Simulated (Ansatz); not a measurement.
# Structures of CuO: which is lowest?

Plane-wave DFT in Ansatz with scalar-relativistic PAW potentials, cutoff 500 eV, Γ-centred meshes chosen by cell and gap, Gaussian smearing with energies taken to zero width. Every cell was relaxed (cell and atoms) in a run of its own, within the symmetry of its start. Functional: r2SCAN.

Relaxed structures (starts from databases or built by putting these elements on another compound's sites):
A. Cccm, 4 atoms in the computed cell, a = 4.076 Å, b = 4.089 Å, c = 5.161 Å; sites (symmetry × multiplicity) Cu ..2/m × 4, O 222 × 4; start: database
B. Fm-3m, 2 atoms in the computed cell, a = 4.205 Å; sites (symmetry × multiplicity) Cu m-3m × 4, O m-3m × 4; start: built

Problem. Rank them by energy. Could pressure change the order?

Solution.
| structure | group | E − E(lowest) (meV/atom) | V (Å³/atom) | gap on mesh (eV) |
| --- | --- | --- | --- | --- |
| A | Cccm | 0.0 | 10.75 | 0.00 |
| B | Fm-3m | 158 | 9.29 | 0.00 |

A is lowest, 158 meV/atom under B. B is denser by 1.46 Å³/atom, so pressure favours it: ΔE/ΔV, with ΔE in eV and 1 eV/Å³ = 160.2 GPa, gives about 17 GPa for equal enthalpy if both cells were rigid; at such pressures compression changes ΔV much, so this is a scale only. Other structures may lie lower than all of these, and vibrations aren't counted.

The state reached may not be the lowest one. Magnetic cells started from one order each; another order can shift an energy by tens of meV per atom.